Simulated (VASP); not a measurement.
A run of VASP 6.6.1 is set up as follows.

File INCAR:

```
PREC     = Accurate       # precision mode
ENCUT    = 600            # plane-wave cutoff, eV
EDIFF    = 1E-6           # SCF threshold, eV
ISMEAR   = 0              # smearing method
SIGMA    = 0.03           # smearing width, eV
LREAL    = False          # projectors in reciprocal space
LASPH    = True           # aspherical terms in the spheres
NELM     = 150            # most SCF steps
ALGO     = Normal         # electronic algorithm
ISIF     = 2              # what is computed and relaxed
LWAVE    = False          # write WAVECAR
LCHARG   = False          # write CHGCAR
ISPIN    = 2              # spin polarisation
MAGMOM   = 5 -5 -5 5 0 0 0 0 0 0 # initial moments
LORBIT   = 11             # projections on sites
LMAXMIX  = 4              # l up to which the mixer works
LDAU     = True           # DFT+U
LDAUTYPE = 2            
LDAUL    = 2 -1           # shell
LDAUU    = 4 0            # U, eV
LDAUJ    = 0 0          
LDAUPRINT= 1            
GGA      = PE             # functional
NBANDS   = 49             # bands
AMIX     = 0.2          
BMIX     = 1E-4         
AMIX_MAG = 0.8          
BMIX_MAG = 1E-4         
KPAR     = 4
```

KPOINTS

```
regular mesh
0
Gamma
  9 9 7
```

The input POSCAR:

```
Fe2O3
1.0
    2.5190000000      1.4543453300      4.5906666700
   -2.5190000000      1.4543453300      4.5906666700
    0.0000000000     -2.9086906600      4.5906666700
Fe O
4 6
Direct
    0.3553000000      0.3553000000      0.3553000000
    0.1447000000      0.1447000000      0.1447000000
    0.6447000000      0.6447000000      0.6447000000
    0.8553000000      0.8553000000      0.8553000000
    0.5559000000      0.9441000000      0.2500000000
    0.2500000000      0.5559000000      0.9441000000
    0.9441000000      0.2500000000      0.5559000000
    0.4441000000      0.0559000000      0.7500000000
    0.7500000000      0.4441000000      0.0559000000
    0.0559000000      0.7500000000      0.4441000000
```

Potentials or basis: VASP PAW PBE potentials, release 64 (Fe, O).

The run is started by

```console
$ cat potpaw_PBE.64/Fe/POTCAR potpaw_PBE.64/O/POTCAR > POTCAR
$ mpirun -np 4 vasp_std > vasp.out
```

Estimate the band gap on the k mesh.

1.80 eV, indirect (least direct gap 1.91 eV).

Predict the largest force.

0.105 eV/Å.

Stress tensor (GPa, compression positive):
```
5.99 0.00 0.00
0.00 5.99 0.00
0.00 0.00 4.55
```

Caveat: an odd mesh through Γ misses points on the zone boundary, where band edges often lie.
